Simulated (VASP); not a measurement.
# NbC (Fm-3m) in VASP: settings compared

Aim: see how the results for NbC move with the level of theory and the settings. Levels: r2SCAN, r2SCAN+rVV10. Tasks: relaxation of cell and atoms.

Program: VASP 6.6.1. These are calculated values, not measurements. Logs are shortened: lines on timing, memory, paths and dates and some standing lists are left out, and cuts for length are marked.

### 1 Starting point

It takes space group Fm-3m (No. 225, cubic). Conventional cell: a = 4.508 Å, b = 4.508 Å, c = 4.508 Å, α = 90.00°, β = 90.00°, γ = 90.00°. Nb (site symmetry m-3m) has 6 C at 2.25 Å as nearest neighbours. Around C (site symmetry m-3m) lie 6 Nb at 2.25 Å.

The cell is a database's computed one.

### 2 Relaxation of cell and atoms, r2SCAN

Contents of INCAR:

```
PREC = Accurate ; ENCUT = 600
EDIFF = 1E-7 ; ISMEAR = 0
SIGMA = 0.1 ; LREAL = F
LASPH = T ; NELM = 60
ALGO = Normal ; ISIF = 3
LWAVE = F ; LCHARG = F
METAGGA = R2SCAN ; LMIXTAU = T
IBRION = 2 ; NSW = 90
EDIFFG = -0.005
```

Contents of KPOINTS:

```
Automatic mesh
0
Gamma
  16 16 16
```

Contents of POSCAR:

```
NbC
1.0
    0.0000000000      2.2540454600      2.2540454600
    2.2540454600      0.0000000000      2.2540454600
    2.2540454600      2.2540454600      0.0000000000
Nb C
1 1
Direct
    0.0000000000      0.0000000000      0.0000000000
    0.5000000000      0.5000000000      0.5000000000
```

Potentials or basis: VASP PAW PBE potentials, release 64 (Nb_sv, C).

The run is started by

```console
$ cat potpaw_PBE.64/Nb_sv/POTCAR potpaw_PBE.64/C/POTCAR > POTCAR
$ mpirun -np 1 vasp_std > vasp.out
```

OUTCAR:

```text
PREC = Accurate
   ENCUT = 600
   EDIFF = 1E-7
   ISMEAR = 0
   LREAL = F
   LASPH = T
   NELM = 60
   ISIF = 3
   METAGGA = R2SCAN
   IBRION = 2
   NSW = 90
   EDIFFG = -0.005

 ion  position               nearest neighbor table
   1  0.000  0.000  0.000-   2 2.25   2 2.25   2 2.25   2 2.25   2 2.25   2 2.25
   2  0.500  0.500  0.500-   1 2.25   1 2.25   1 2.25   1 2.25   1 2.25   1 2.25

  LATTYP: Found a face centered cubic cell.
 ALAT       =     4.5080909200

  Lattice vectors:

 A1 = (   0.0000000000,   2.2540454600,   2.2540454600)
 A2 = (   2.2540454600,   0.0000000000,   2.2540454600)
 A3 = (   2.2540454600,   2.2540454600,   0.0000000000)

Analysis of symmetry for initial positions (statically):
=====================================================================
 Subroutine PRICEL returns:
 Original cell was already a primitive cell.

 Routine SETGRP: Setting up the symmetry group for a
 face centered cubic supercell.

 Subroutine GETGRP returns: Found 48 space group operations
 (whereof 48 operations were pure point group operations)
 out of a pool of 48 trial point group operations.

The static configuration has the point symmetry O_h .

Analysis of symmetry for dynamics (positions and initial velocities):
=====================================================================
 Subroutine PRICEL returns:
 Original cell was already a primitive cell.

 Routine SETGRP: Setting up the symmetry group for a
 face centered cubic supercell.

 Subroutine GETGRP returns: Found 48 space group operations
 (whereof 48 operations were pure point group operations)
 out of a pool of 48 trial point group operations.

The dynamic configuration has the point symmetry O_h .

 Subroutine INISYM returns: Found 48 space group operations
 (whereof 48 operations are pure point group operations),
 and found     1 'primitive' translations

----------------------------------------------------------------------------------------

                                     Primitive cell

  volume of cell :      22.9044

  direct lattice vectors                    reciprocal lattice vectors
     0.000000000  2.254045460  2.254045460    -0.221823388  0.221823388  0.221823388
     2.254045460  0.000000000  2.254045460     0.221823388 -0.221823388  0.221823388
     2.254045460  2.254045460  0.000000000     0.221823388  0.221823388 -0.221823388

  length of vectors
     3.187701660  3.187701660  3.187701660     0.384209378  0.384209378  0.384209378

  position of ions in fractional coordinates (direct lattice)
     0.000000000  0.000000000  0.000000000
     0.500000000  0.500000000  0.500000000

  ion indices of the primitive-cell ions
   primitive index   ion index
                 1           1
                 2           2

----------------------------------------------------------------------------------------

 KPOINTS: Automatic mesh

Automatic generation of k-mesh.
 Grid dimensions read from file:
 generate k-points for:   16   16   16

 Generating k-lattice:

  Cartesian coordinates                     Fractional coordinates (reciprocal lattice)
    -0.013863962  0.013863962  0.013863962     0.062500000  0.000000000  0.000000000
     0.013863962 -0.013863962  0.013863962     0.000000000  0.062500000  0.000000000
     0.013863962  0.013863962 -0.013863962     0.000000000  0.000000000  0.062500000

  Length of vectors
     0.024013086  0.024013086  0.024013086

  Shift w.r.t. Gamma in fractional coordinates (k-lattice)
     0.000000000  0.000000000  0.000000000

 Subroutine IBZKPT returns following result:
 ===========================================

 Found    145 irreducible k-points:

 Following reciprocal coordinates:
            Coordinates               Weight
  0.000000  0.000000  0.000000      1.000000
  0.062500  0.000000  0.000000      8.000000
  0.125000  0.000000  0.000000      8.000000
  0.187500  0.000000  0.000000      8.000000
  0.250000  0.000000  0.000000      8.000000
  0.312500  0.000000  0.000000      8.000000
[... 16 lines left out ...]
 -0.125000  0.062500  0.000000     24.000000
 -0.062500  0.062500  0.000000     12.000000
 [... further k-points ...]
   k-points           NKPTS =    145   k-points in BZ     NKDIM =    145   number of bands    NBANDS=     12
   number of dos      NEDOS =    301   number of ions     NIONS =      2
   total plane-waves  NPLWV =  21952
   dimension x,y,z NGX =    28 NGY =   28 NGZ =   28
   dimension x,y,z NGXF=    56 NGYF=   56 NGZF=   56
   ions per type =               1   1
   NGX,Y,Z   is equivalent  to a cutoff of  14.60, 14.60, 14.60 a.u.
   NGXF,Y,Z  is equivalent  to a cutoff of  29.21, 29.21, 29.21 a.u.
 SYSTEM =  unknown system
   PREC   = accura    normal or accurate (medium, high low for compatibility)
   ISTART =      0    job   : 0-new  1-cont  2-samecut
   ICHARG =      2    charge: 1-file 2-atom 10-const
   ISPIN  =      1    spin polarized calculation?
   LNONCOLLINEAR =      F non collinear calculations
   LSORBIT =      F    spin-orbit coupling
   LASPH  =      T    aspherical Exc in radial PAW
   ENCUT  =  600.0 eV  44.10 Ry    6.64 a.u.   6.37  6.37  6.37*2*pi/ulx,y,z
   NELM   =     60;   NELMIN=  2; NELMDL= -5     # of ELM steps
   EDIFF  = 0.1E-06   stopping-criterion for ELM
   LREAL  =      F    real-space projection
   EDIFFG = -.5E-02   stopping-criterion for IOM
   NSW    =     90    number of steps for IOM
   IBRION =      2    ionic relax: 0-MD 1-quasi-New 2-CG
   NFREE  =      1    steps in history (QN), initial steepest desc. (CG)
   ISIF   =      3    stress and relaxation
   ISYM   =      2    0-nonsym 1-usesym 2-fastsym
   POTIM  = 0.5000    time-step for ionic-motion
   TEBEG  =    0.0;   TEEND  =   0.0 temperature during run
   PSTRESS=    0.0 pullay stress
   NELECT =      17.0000    total number of electrons
   NUPDOWN=      -1.0000    fix difference up-down
   EMIN   =  10.00;   EMAX   =-10.00  energy-range for DOS
   EFERMI =   0.00;   METHOD = LEGACY
   ISMEAR =     0;   SIGMA  =   0.10  broadening in eV -4-tet -1-fermi 0-gaus
   EFERMI_NEDOS =   21; number of points for ismear=-14 and -15
   IALGO  =     38    algorithm
   IMIX   =      4    mixing-type and parameters
     AMIX     =   0.40;   BMIX     =  1.00
     AMIX_MAG =   1.60;   BMIX_MAG =  1.00
  volume/ion in A,a.u.               =      11.45        77.28
  Fermi-wavevector in a.u.,A,eV,Ry     =   1.482240  2.801027 29.892473  2.197035
  Thomas-Fermi vector in A             =   2.596050
   LORBIT       =      0    0 simple, 1 ext, 2 COOP (PROOUT), +10 PAW based schemes
   METAGGA = R2SCAN    functional components
   LHFCALC =     F    Hartree Fock is set to
   AEXX    =    0.0000 exact exchange contribution
   IVDW    =     0    specifies the selected vdW correction
   LEPSILON=     F    determine dielectric tensor
   LRPA    =     F    only Hartree local field effects (RPA)
 conjugate gradient relaxation of ions
 non-spin polarized calculation
 Gauss-broadening in eV      SIGMA  =   0.10
  energy-cutoff  :      600.00
  volume of cell :       22.90
 maximum number of plane-waves:       778
 NGX is ok and might be reduce to    28

--------------------------------------- Ionic step        1  -------------------------------------------

 number of electron      17.0000000 magnetization

 Free energy of the ion-electron system (eV)
  ---------------------------------------------------
  ext. energy  EPLUGINS =         0.00000000
  ---------------------------------------------------
  free energy    TOTEN  =       -36.07053313 eV

  energy without entropy =      -36.06688351  energy(sigma->0) =      -36.06870832

------------------------ aborting loop because EDIFF is reached ----------------------------------------

  FORCE on cell =-STRESS in cart. coord.  units (eV):
  Direction    XX          YY          ZZ          XY          YZ          ZX
  --------------------------------------------------------------------------------------
  -------------------------------------------------------------------------------------
  Total       -0.7892004     -0.7892004     -0.7892004      0.0000000      0.0000000      0.0000000
  in kB      -55.2051827    -55.2051827    -55.2051827      0.0000000      0.0000000      0.0000000
  external PRESSURE =     -55.2051827 kB  Pullay stress =       0.0000000 kB

 VOLUME and BASIS-vectors are now :
 -----------------------------------------------------------------------------
  energy-cutoff  :      600.00
  volume of cell :       22.90
      direct lattice vectors                 reciprocal lattice vectors
     0.000000000  2.254045460  2.254045460    -0.221823388  0.221823388  0.221823388
     2.254045460  0.000000000  2.254045460     0.221823388 -0.221823388  0.221823388
     2.254045460  2.254045460  0.000000000     0.221823388  0.221823388 -0.221823388
[... 37 lines left out ...]
 POSITION                                       TOTAL-FORCE (eV/Angst)
 -----------------------------------------------------------------------------------
      4.42227      2.21114      2.21114        -0.000000      0.000000      0.000000
      2.21114      2.21114      2.21114         0.000000     -0.000000     -0.000000
 -----------------------------------------------------------------------------------
    total drift:                                0.000000      0.000000      0.000000

  FREE ENERGIE OF THE ION-ELECTRON SYSTEM (eV)
  ---------------------------------------------------
  free  energy   TOTEN  =       -36.0435061787 eV

  energy  without entropy=      -36.0400563386  energy(sigma->0) =      -36.04178126

--------------------------------------- Ionic step        3  -------------------------------------------

 number of electron      17.0000001 magnetization

 Free energy of the ion-electron system (eV)
  ---------------------------------------------------
  ext. energy  EPLUGINS =         0.00000000
  ---------------------------------------------------
  free energy    TOTEN  =       -36.07790152 eV

  energy without entropy =      -36.07431425  energy(sigma->0) =      -36.07610789

 E-fermi :  12.5729     XC(G=0): -14.0330

 val. band max:       12.5688092418   @ k =  -0.1875   0.1875   0.0000
 cond. band min:      12.5801652069   @ k =   0.0625   0.0000   0.0000
 fundamental gap:      0.0113559651
 Fermi energy:        12.5729207754

 k-point     1 :       0.0000    0.0000    0.0000
  band No.  band energies     occupation
      1     -45.1341      2.00000
      2     -20.1145      2.00000
      3     -20.1145      2.00000
      4     -20.1145      2.00000
      5      -1.6982      2.00000
      6      11.2789      2.00000
      7      11.2789      2.00000
      8      11.2789      2.00000
      9      12.2572      1.99999
     10      12.2572      1.99999
     11      12.2572      1.99999
     12      12.9027      0.00000

 k-point     2 :       0.0625    0.0000    0.0000
  band No.  band energies     occupation
      1     -45.1300      2.00000
      2     -20.1496      2.00000
      3     -20.1176      2.00000
      4     -20.1176      2.00000
      5      -1.5966      2.00000
      6      10.7557      2.00000
      7      11.0430      2.00000
      8      11.0430      2.00000
      9      11.7260      2.00000
     10      11.7260      2.00000
     11      12.5802      0.91840
     12      13.8736      0.00000
[... 316 lines left out ...]
 k-point    24 :      -0.0625    0.0625    0.0000
  band No.  band energies     occupation
      1     -45.1232      2.00000
      2     -20.1980      2.00000
      3     -20.1372      2.00000
      4     -20.1161      2.00000
      5      -1.4324      2.00000
      6      10.2501      2.00000
      7      10.4518      2.00000
      8      10.4520      2.00000
      9      11.4313      2.00000
     10      12.2422      2.00000
     11      12.9921      0.00000
     12      14.0292      0.00000

 [... further k-points ...]

------------------------ aborting loop because EDIFF is reached ----------------------------------------

  FORCE on cell =-STRESS in cart. coord.  units (eV):
  Direction    XX          YY          ZZ          XY          YZ          ZX
  --------------------------------------------------------------------------------------
  -------------------------------------------------------------------------------------
  Total       -0.0099459     -0.0099459     -0.0099459     -0.0000000      0.0000000     -0.0000000
  in kB       -0.7085448     -0.7085448     -0.7085448     -0.0000000      0.0000000     -0.0000000
  external PRESSURE =      -0.7085448 kB  Pullay stress =       0.0000000 kB

 VOLUME and BASIS-vectors are now :
 -----------------------------------------------------------------------------
  energy-cutoff  :      600.00
  volume of cell :       22.49
      direct lattice vectors                 reciprocal lattice vectors
     0.000000000  2.240363498  2.240363498    -0.223178069  0.223178069  0.223178069
     2.240363498 -0.000000000  2.240363498     0.223178069 -0.223178069  0.223178069
     2.240363498  2.240363498 -0.000000000     0.223178069  0.223178069 -0.223178069

 POSITION                                       TOTAL-FORCE (eV/Angst)
 -----------------------------------------------------------------------------------
      0.00000      0.00000      0.00000         0.000000      0.000000      0.000000
      2.24036      2.24036      2.24036         0.000000     -0.000000     -0.000000
 -----------------------------------------------------------------------------------
    total drift:                               -0.000000      0.000000      0.000000

  FREE ENERGIE OF THE ION-ELECTRON SYSTEM (eV)
  ---------------------------------------------------
  free  energy   TOTEN  =       -36.0779015191 eV

  energy  without entropy=      -36.0743142550  energy(sigma->0) =      -36.07610789

 reached required accuracy - stopping structural energy minimisation
```

It took 5.6 min on 1 thread of Intel Xeon 6975P-C (Granite Rapids), shared host; peak memory 0.22 GiB.

What came out:

* Free energy: -36.0779 eV
* Relaxed volume: 11.24 Å³/atom
* Relaxed cell: a = 3.168 Å, b = 3.168 Å, c = 3.168 Å, α = 60.00°, β = 60.00°, γ = 60.00°
* Space group after relaxing (to 0.05 Å): Fm-3m (No. 225)
* Energy gained by relaxing: 3.7 meV/atom
* Ionic steps: 3
* Pressure after relaxing: -0.1 GPa
* Band gap on the k mesh: none (metal or under the smearing width)

Step by step:
```
step  energy change (eV)  largest force (eV/Å)  pressure (GPa)  volume (Å³)
   1              0.0000                0.0000           -5.52        22.90
   2              0.0270                0.0000           13.22        21.62
   3             -0.0074                0.0000           -0.07        22.49
```

Final structure:
```cif
data_structure
_symmetry_space_group_name_H-M 'P 1'
_symmetry_Int_Tables_number 1
_cell_length_a 3.1684
_cell_length_b 3.1684
_cell_length_c 3.1684
_cell_angle_alpha 60.000
_cell_angle_beta 60.000
_cell_angle_gamma 60.000
_cell_volume 22.49
loop_
_atom_site_label
_atom_site_type_symbol
_atom_site_fract_x
_atom_site_fract_y
_atom_site_fract_z
_atom_site_occupancy
Nb1 Nb 0.00000 0.00000 0.00000 1
C1 C 0.50000 0.50000 0.50000 1
```

Caveat: the PAW data sets were made with another functional, which shifts forces and pressure a little.

### 3 Relaxation of cell and atoms, r2SCAN+rVV10

INCAR, as its differences from that of step 2:

```diff
@@ -7,2 +7,4 @@
 METAGGA = R2SCAN ; LMIXTAU = T
+LUSE_VDW = T ; IVDW_NL = 2
+BPARAM = 11.95 ; CPARAM = 0.0093
 IBRION = 2 ; NSW = 90
```

KPOINTS is that of step 2.

POSCAR is that of step 2.

Potentials or basis: VASP PAW PBE potentials, release 64 (Nb_sv, C).

The run is started by

```console
$ cat potpaw_PBE.64/Nb_sv/POTCAR potpaw_PBE.64/C/POTCAR > POTCAR
$ mpirun -np 1 vasp_std > vasp.out
```

It took 8.9 min on 1 thread of Intel Xeon 6975P-C (Granite Rapids), shared host; peak memory 0.33 GiB.

It converged, with:

```
Free energy                            : -35.8463 eV
Relaxed volume                         : 11.20 Å³/atom
Relaxed cell                           : a = 3.164 Å, b = 3.164 Å, c = 3.164 Å, α = 60.00°, β = 60.00°, γ = 60.00°
Space group after relaxing (to 0.05 Å) : Fm-3m (No. 225)
Energy gained by relaxing              : 5.5 meV/atom
Ionic steps                            : 4
Pressure after relaxing                : 0.0 GPa
Band gap on the k mesh                 : none (metal or under the smearing width)
```

Step by step:
```tsv
step	energy change (eV)	largest force (eV/Å)	pressure (GPa)	volume (Å³)
1	0.0000	0.0000	-6.78	22.90
2	0.0424	0.0000	16.87	21.34
3	-0.0110	0.0000	-0.11	22.40
4	-0.0110	0.0000	0.03	22.39
```

Final structure:
```yaml
crystal:
  lattice:
    - [0.00000, 2.23711, 2.23711]
    - [2.23711, 0.00000, 2.23711]
    - [2.23711, 2.23711, 0.00000]
  atoms:
    - { symbol: Nb, position: [0.00000, 0.00000, 0.00000] }
    - { symbol: C, position: [0.50000, 0.50000, 0.50000] }
```

Levels at points of the mesh, in eV from the Fermi level:
| k point | band 5 | band 6 | band 7 | band 8 | band 9 | band 10 | band 11 | band 12 |
| --- | --- | --- | --- | --- | --- | --- | --- | --- |
| (0.00, 0.00, 0.00) | -14.30 | -1.30 | -1.30 | -1.30 | -0.32 | -0.32 | -0.32 | 0.34 |
| (0.50, 0.00, 0.00) | -10.59 | -7.88 | -5.42 | -5.42 | 2.25 | 2.25 | 3.77 | 6.15 |
| (0.50, 0.50, 0.00) | -12.97 | -4.23 | -4.11 | -1.47 | -1.47 | 2.01 | 3.37 | 3.37 |

Caveat: the PAW data sets were made with another functional, which shifts forces and pressure a little.
